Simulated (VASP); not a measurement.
# Al (Fm-3m) in VASP: density of states with PBE

Aim: the density of states of Al with PBE.

All numbers are computed with VASP 6.6.1; they aren't measurements. Logs are shortened: lines on timing, memory, paths and dates and some standing lists are left out, and cuts for length are marked.

### 1 The crystal as given

It takes space group Fm-3m (No. 225, cubic). Conventional cell: a = 4.041 Å, b = 4.041 Å, c = 4.041 Å, α = 90.00°, β = 90.00°, γ = 90.00°. Al (site symmetry m-3m) has 12 Al at 2.86 Å as nearest neighbours.

### 2 Density of states, PBE

Contents of POSCAR:

```
Al                                      
1.0
    0.0000000000      2.0202919453      2.0202919453
    2.0202919453      0.0000000000      2.0202919453
    2.0202919453      2.0202919453      0.0000000000
  Al            
     1
Direct
     0.0000000000000000    0.0000000000000000    0.0000000000000000
```

Contents of INCAR.step1:

```
SYSTEM = Al
PREC = Accurate
ENCUT = 520
EDIFF = 1E-7
ISMEAR = 0
SIGMA = 0.3
LREAL = .FALSE.
LASPH = .TRUE.
NELM = 80
ALGO = Normal
ISIF = 2
LWAVE = .FALSE.
LCHARG = .TRUE.
GGA = PE
```

Contents of KPOINTS.step1:

```
Automatic mesh
0
G
  18 18 18
  0 0 0
```

Contents of INCAR.step2:

```
SYSTEM = Al
PREC = Accurate
ENCUT = 520
EDIFF = 1E-7
ISMEAR = -5
SIGMA = 0.3
LREAL = .FALSE.
LASPH = .TRUE.
NELM = 80
ALGO = Normal
ISIF = 2
LWAVE = .FALSE.
LCHARG = .FALSE.
GGA = PE
LORBIT = 10
NEDOS = 1001
ICHARG = 11
```

Contents of KPOINTS.step2:

```
Automatic mesh
0
G
  27 27 27
  0 0 0
```

Potentials or basis: VASP PAW PBE potentials, release 64 (Al).

Started as:

```
> cat potpaw_PBE.64/Al/POTCAR > POTCAR
> cp INCAR.step1 INCAR
> cp KPOINTS.step1 KPOINTS
> mpirun -np 1 vasp_std > vasp.out
> cp INCAR.step2 INCAR
> cp KPOINTS.step2 KPOINTS
> mpirun -np 1 vasp_std > vasp.out
```

OUTCAR:

```text
SYSTEM = Al
   PREC = Accurate
   ENCUT = 520
   EDIFF = 1E-7
   ISMEAR = -5
   LREAL = .FALSE.
   LASPH = .TRUE.
   NELM = 80
   ISIF = 2
   GGA = PE
   LORBIT = 10
   ICHARG = 11

 ion  position               nearest neighbor table
   1  0.000  0.000  0.000-

  LATTYP: Found a face centered cubic cell.
 ALAT       =     4.0405838906

  Lattice vectors:

 A1 = (   0.0000000000,   2.0202919453,   2.0202919453)
 A2 = (   2.0202919453,   0.0000000000,   2.0202919453)
 A3 = (   2.0202919453,   2.0202919453,   0.0000000000)

Analysis of symmetry for initial positions (statically):
=====================================================================
 Subroutine PRICEL returns:
 Original cell was already a primitive cell.

 Routine SETGRP: Setting up the symmetry group for a
 face centered cubic supercell.

 Subroutine GETGRP returns: Found 48 space group operations
 (whereof 48 operations were pure point group operations)
 out of a pool of 48 trial point group operations.

The static configuration has the point symmetry O_h .

Analysis of symmetry for dynamics (positions and initial velocities):
=====================================================================
 Subroutine PRICEL returns:
 Original cell was already a primitive cell.

 Routine SETGRP: Setting up the symmetry group for a
 face centered cubic supercell.

 Subroutine GETGRP returns: Found 48 space group operations
 (whereof 48 operations were pure point group operations)
 out of a pool of 48 trial point group operations.

The dynamic configuration has the point symmetry O_h .

 Subroutine INISYM returns: Found 48 space group operations
 (whereof 48 operations are pure point group operations),
 and found     1 'primitive' translations

----------------------------------------------------------------------------------------

                                     Primitive cell

  volume of cell :      16.4920

  direct lattice vectors                    reciprocal lattice vectors
     0.000000000  2.020291945  2.020291945    -0.247488984  0.247488984  0.247488984
     2.020291945  0.000000000  2.020291945     0.247488984 -0.247488984  0.247488984
     2.020291945  2.020291945  0.000000000     0.247488984  0.247488984 -0.247488984

  length of vectors
     2.857124269  2.857124269  2.857124269     0.428663494  0.428663494  0.428663494

  position of ions in fractional coordinates (direct lattice)
     0.000000000  0.000000000  0.000000000

  ion indices of the primitive-cell ions
   primitive index   ion index
                 1           1

----------------------------------------------------------------------------------------

 KPOINTS: Automatic mesh

Automatic generation of k-mesh.
 Grid dimensions read from file:
 generate k-points for:   27   27   27

 Generating k-lattice:

  Cartesian coordinates                     Fractional coordinates (reciprocal lattice)
    -0.009166259  0.009166259  0.009166259     0.037037037  0.000000000  0.000000000
     0.009166259 -0.009166259  0.009166259     0.000000000  0.037037037  0.000000000
     0.009166259  0.009166259 -0.009166259     0.000000000  0.000000000  0.037037037

  Length of vectors
     0.015876426  0.015876426  0.015876426

  Shift w.r.t. Gamma in fractional coordinates (k-lattice)
     0.000000000  0.000000000  0.000000000

 TETIRR: Found   2653 inequivalent tetrahedra from   118098

 Subroutine IBZKPT returns following result:
 ===========================================

 Found    560 irreducible k-points:

 Following reciprocal coordinates:
            Coordinates               Weight
  0.000000  0.000000  0.000000      1.000000
  0.037037  0.000000  0.000000      8.000000
  0.074074  0.000000  0.000000      8.000000
  0.111111  0.000000  0.000000      8.000000
  0.148148  0.000000  0.000000      8.000000
  0.185185  0.000000  0.000000      8.000000
[... 16 lines left out ...]
  0.333333  0.037037  0.000000     24.000000
  0.370370  0.037037  0.000000     24.000000
 [... further k-points ...]
   k-points           NKPTS =    560   k-points in BZ     NKDIM =    560   number of bands    NBANDS=      5
   number of dos      NEDOS =   1001   number of ions     NIONS =      1
   total plane-waves  NPLWV =  13824
   dimension x,y,z NGX =    24 NGY =   24 NGZ =   24
   dimension x,y,z NGXF=    48 NGYF=   48 NGZF=   48
   ions per type =               1
   NGX,Y,Z   is equivalent  to a cutoff of  13.96, 13.96, 13.96 a.u.
   NGXF,Y,Z  is equivalent  to a cutoff of  27.93, 27.93, 27.93 a.u.
 SYSTEM =  Al
   PREC   = accura    normal or accurate (medium, high low for compatibility)
   ISTART =      0    job   : 0-new  1-cont  2-samecut
   ICHARG =     11    charge: 1-file 2-atom 10-const
   ISPIN  =      1    spin polarized calculation?
   LNONCOLLINEAR =      F non collinear calculations
   LSORBIT =      F    spin-orbit coupling
   LASPH  =      T    aspherical Exc in radial PAW
   ENCUT  =  520.0 eV  38.22 Ry    6.18 a.u.   5.31  5.31  5.31*2*pi/ulx,y,z
   NELM   =     80;   NELMIN=  2; NELMDL=  0     # of ELM steps
   EDIFF  = 0.1E-06   stopping-criterion for ELM
   LREAL  =      F    real-space projection
   EDIFFG = 0.1E-05   stopping-criterion for IOM
   NSW    =      0    number of steps for IOM
   IBRION =     -1    ionic relax: 0-MD 1-quasi-New 2-CG
   NFREE  =      0    steps in history (QN), initial steepest desc. (CG)
   ISIF   =      2    stress and relaxation
   ISYM   =      2    0-nonsym 1-usesym 2-fastsym
   POTIM  = 0.5000    time-step for ionic-motion
   TEBEG  =    0.0;   TEEND  =   0.0 temperature during run
   PSTRESS=    0.0 pullay stress
   NELECT =       3.0000    total number of electrons
   NUPDOWN=      -1.0000    fix difference up-down
   EMIN   =  10.00;   EMAX   =-10.00  energy-range for DOS
   EFERMI =   0.00;   METHOD = LEGACY
   ISMEAR =    -5;   SIGMA  =   0.30  broadening in eV -4-tet -1-fermi 0-gaus
   EFERMI_NEDOS =   21; number of points for ismear=-14 and -15
   IALGO  =     38    algorithm
   IMIX   =      4    mixing-type and parameters
     AMIX     =   0.40;   BMIX     =  1.00
     AMIX_MAG =   1.60;   BMIX_MAG =  1.00
  volume/ion in A,a.u.               =      16.49       111.29
  Fermi-wavevector in a.u.,A,eV,Ry     =   0.927594  1.752898 11.706862  0.860430
  Thomas-Fermi vector in A             =   2.053680
   LORBIT       =     10    0 simple, 1 ext, 2 COOP (PROOUT), +10 PAW based schemes
   GGA     = PE    functional components
   LHFCALC =     F    Hartree Fock is set to
   AEXX    =    0.0000 exact exchange contribution
   IVDW    =     0    specifies the selected vdW correction
   LEPSILON=     F    determine dielectric tensor
   LRPA    =     F    only Hartree local field effects (RPA)
 non-spin polarized calculation
 Fermi weights with tetrahedron method with Bloechl corrections
  energy-cutoff  :      520.00
  volume of cell :       16.49
 maximum number of plane-waves:       459
 NGX is ok and might be reduce to    24

 number of electron       3.0000000 magnetization

 Free energy of the ion-electron system (eV)
  ---------------------------------------------------
  ext. energy  EPLUGINS =         0.00000000
  ---------------------------------------------------
  free energy    TOTEN  =        -3.74640267 eV

  energy without entropy =       -3.74640267  energy(sigma->0) =       -3.74640267

 E-fermi :   8.0258     XC(G=0): -10.1983

 val. band max:        8.0107857393   @ k =  -0.4444   0.3333   0.1111
 cond. band min:       7.9549490158   @ k =  -0.2963   0.4815   0.1852
 fundamental gap:     -0.0558367235
 Fermi energy:         8.0257884917

 k-point     1 :       0.0000    0.0000    0.0000
  band No.  band energies     occupation
      1      -3.1326      2.00000
      2      20.6271      0.00000
      3      20.6271      0.00000
      4      20.6271      0.00000
      5      22.1227      0.00000

 k-point     2 :       0.0370    0.0000    0.0000
  band No.  band energies     occupation
      1      -3.0953      2.00000
      2      19.7929      0.00000
      3      20.4693      0.00000
      4      20.4693      0.00000
      5      22.3391      0.00000

 k-point     3 :       0.0741    0.0000    0.0000
  band No.  band energies     occupation
      1      -2.9834      2.00000
      2      18.3828      0.00000
      3      20.1455      0.00000
      4      20.1455      0.00000
      5      22.7724      0.00000

 k-point     4 :       0.1111    0.0000    0.0000
  band No.  band energies     occupation
      1      -2.7971      2.00000
      2      16.8866      0.00000
      3      19.8041      0.00000
      4      19.8041      0.00000
      5      22.7600      0.00000

 k-point     5 :       0.1481    0.0000    0.0000
  band No.  band energies     occupation
      1      -2.5367      2.00000
      2      15.3888      0.00000
      3      19.4951      0.00000
      4      19.4951      0.00000
      5      22.6583      0.00000

 k-point     6 :       0.1852    0.0000    0.0000
  band No.  band energies     occupation
      1      -2.2027      2.00000
      2      13.9179      0.00000
      3      19.2353      0.00000
      4      19.2353      0.00000
      5      22.5361      0.00000

 k-point     7 :       0.2222    0.0000    0.0000
  band No.  band energies     occupation
      1      -1.7955      2.00000
      2      12.4873      0.00000
      3      19.0313      0.00000
      4      19.0313      0.00000
      5      22.4270      0.00000

 k-point     8 :       0.2593    0.0000    0.0000
  band No.  band energies     occupation
      1      -1.3157      2.00000
      2      11.1046      0.00000
      3      18.8860      0.00000
      4      18.8860      0.00000
      5      22.3524      0.00000

 k-point     9 :       0.2963    0.0000    0.0000
  band No.  band energies     occupation
      1      -0.7641      2.00000
      2       9.7747      0.00000
      3      18.8012      0.00000
      4      18.8012      0.00000
      5      21.9627      0.00000

 k-point    10 :       0.3333    0.0000    0.0000
  band No.  band energies     occupation
      1      -0.1416      2.00000
      2       8.5010      0.03198
      3      18.7778      0.00000
      4      18.7778      0.00000
      5      21.3720      0.00000

 k-point    11 :       0.3704    0.0000    0.0000
  band No.  band energies     occupation
      1       0.5511      2.00000
      2       7.2859      2.15038
      3      18.8164      0.00000
      4      18.8164      0.00000
      5      20.8375      0.00000

 k-point    12 :       0.4074    0.0000    0.0000
  band No.  band energies     occupation
      1       1.3128      2.00000
      2       6.1318      2.00000
      3      18.9173      0.00000
      4      18.9173      0.00000
      5      20.3626      0.00000

 k-point    13 :       0.4444    0.0000    0.0000
  band No.  band energies     occupation
      1       2.1419      2.00000
      2       5.0407      2.00000
      3      19.0806      0.00000
      4      19.0806      0.00000
      5      19.9490      0.00000

 k-point    14 :       0.4815    0.0000    0.0000
  band No.  band energies     occupation
      1       3.0320      2.00000
      2       4.0196      2.00000
      3      19.3056      0.00000
      4      19.3057      0.00000
      5      19.5986      0.00000

 k-point    15 :       0.0370    0.0370    0.0000
  band No.  band energies     occupation
      1      -3.0828      2.00000
      2      20.0541      0.00000
      3      20.0541      0.00000
      4      20.2484      0.00000
      5      21.9997      0.00000

 k-point    16 :       0.0741    0.0370    0.0000
  band No.  band energies     occupation
      1      -2.9958      2.00000
      2      18.8576      0.00000
      3      19.6247      0.00000
      4      20.2752      0.00000
      5      22.0664      0.00000

 k-point    17 :       0.1111    0.0370    0.0000
  band No.  band energies     occupation
      1      -2.8343      2.00000
      2      17.3954      0.00000
      3      19.2291      0.00000
      4      20.1292      0.00000
      5      22.4661      0.00000

 k-point    18 :       0.1481    0.0370    0.0000
  band No.  band energies     occupation
      1      -2.5987      2.00000
      2      15.9031      0.00000
      3      18.8832      0.00000
      4      19.8886      0.00000
      5      22.9578      0.00000

 k-point    19 :       0.1852    0.0370    0.0000
  band No.  band energies     occupation
      1      -2.2892      2.00000
      2      14.4264      0.00000
      3      18.5935      0.00000
      4      19.6481      0.00000
      5      22.9311      0.00000

 k-point    20 :       0.2222    0.0370    0.0000
  band No.  band energies     occupation
      1      -1.9064      2.00000
      2      12.9844      0.00000
      3      18.3630      0.00000
      4      19.4434      0.00000
      5      22.5130      0.00000

 k-point    21 :       0.2593    0.0370    0.0000
  band No.  band energies     occupation
      1      -1.4509      2.00000
      2      11.5870      0.00000
      3      18.1932      0.00000
      4      19.2885      0.00000
      5      21.8385      0.00000

 k-point    22 :       0.2963    0.0370    0.0000
  band No.  band energies     occupation
      1      -0.9233      2.00000
      2      10.2404      0.00000
      3      18.0849      0.00000
      4      19.1898      0.00000
      5      21.1741      0.00000

 k-point    23 :       0.3333    0.0370    0.0000
  band No.  band energies     occupation
      1      -0.3244      2.00000
      2       8.9485     -0.07055
      3      18.0387      0.00000
      4      19.1507      0.00000
      5      20.5565      0.00000

 k-point    24 :       0.3704    0.0370    0.0000
  band No.  band energies     occupation
      1       0.3449      2.00000
      2       7.7144      1.63108
      3      18.0551      0.00000
      4      19.1727      0.00000
      5      19.9951      0.00000

 [... further k-points ...]

------------------------ aborting loop because EDIFF is reached ----------------------------------------

  FORCE on cell =-STRESS in cart. coord.  units (eV):
  Direction    XX          YY          ZZ          XY          YZ          ZX
  --------------------------------------------------------------------------------------
  -------------------------------------------------------------------------------------
  Total       -0.0198868     -0.0198868     -0.0198868     -0.0000000      0.0000000     -0.0000000
  in kB       -1.9319867     -1.9319867     -1.9319867     -0.0000000      0.0000000     -0.0000000
  external PRESSURE =      -1.9319867 kB  Pullay stress =       0.0000000 kB

 VOLUME and BASIS-vectors are now :
 -----------------------------------------------------------------------------
  energy-cutoff  :      520.00
  volume of cell :       16.49
      direct lattice vectors                 reciprocal lattice vectors
     0.000000000  2.020291945  2.020291945    -0.247488984  0.247488984  0.247488984
     2.020291945  0.000000000  2.020291945     0.247488984 -0.247488984  0.247488984
     2.020291945  2.020291945  0.000000000     0.247488984  0.247488984 -0.247488984

 POSITION                                       TOTAL-FORCE (eV/Angst)
 -----------------------------------------------------------------------------------
      0.00000      0.00000      0.00000         0.000000      0.000000      0.000000
 -----------------------------------------------------------------------------------
    total drift:                                0.000000     -0.000000     -0.000000

  FREE ENERGIE OF THE ION-ELECTRON SYSTEM (eV)
  ---------------------------------------------------
  free  energy   TOTEN  =        -3.7464026655 eV

  energy  without entropy=       -3.7464026655  energy(sigma->0) =       -3.74640267

 total charge

# of ion       s       p       d       tot
------------------------------------------
    1        0.427   0.340   0.000   0.767
```

Wall time 16 s (1 thread of Intel Xeon 6975P-C (Granite Rapids), shared host); peak memory 0.16 GiB.

Results:

| Item | Value |
| --- | --- |
| Valence electrons inside the program's atomic spheres | Al 0.77 |

Levels at points of the mesh, in eV from the Fermi level:
```tsv
k point	band 1	band 2	band 3	band 4
(0.00, 0.00, 0.00)	-11.16	12.60	12.60	12.60
```

States per cell in windows of 0.5 eV (zero at the Fermi level; states under -8 eV left out):
```
from (eV)  total  Al1_p  Al1_s  Al1_d
     -8.0   0.11   0.01   0.02   0.00
     -7.5   0.11   0.01   0.02   0.00
     -7.0   0.12   0.01   0.02   0.00
     -6.5   0.14   0.01   0.02   0.00
     -6.0   0.14   0.01   0.02   0.00
     -5.5   0.15   0.02   0.02   0.00
     -5.0   0.16   0.02   0.02   0.00
     -4.5   0.16   0.02   0.02   0.00
     -4.0   0.16   0.02   0.02   0.00
     -3.5   0.19   0.03   0.02   0.00
     -3.0   0.19   0.03   0.02   0.00
     -2.5   0.19   0.03   0.02   0.00
     -2.0   0.16   0.03   0.02   0.00
     -1.5   0.19   0.03   0.02   0.00
     -1.0   0.20   0.03   0.02   0.00
     -0.5   0.19   0.03   0.02   0.00
      0.0   0.20   0.03   0.02   0.00
      0.5   0.22   0.03   0.02   0.00
      1.0   0.21   0.03   0.02   0.00
      1.5   0.21   0.03   0.02   0.00
      2.0   0.23   0.03   0.02   0.00
      2.5   0.23   0.03   0.02   0.00
      3.0   0.25   0.04   0.02   0.00
      3.5   0.23   0.04   0.02   0.00
      4.0   0.26   0.04   0.02   0.00
      4.5   0.25   0.04   0.02   0.00
      5.0   0.29   0.06   0.02   0.00
      5.5   0.29   0.06   0.02   0.00
      6.0   0.29   0.06   0.02   0.00
      6.5   0.26   0.06   0.01   0.00
      7.0   0.27   0.06   0.01   0.00
      7.5   0.26   0.05   0.01   0.00
```

Caveat: tetrahedron occupations give inexact forces and stress in metals.
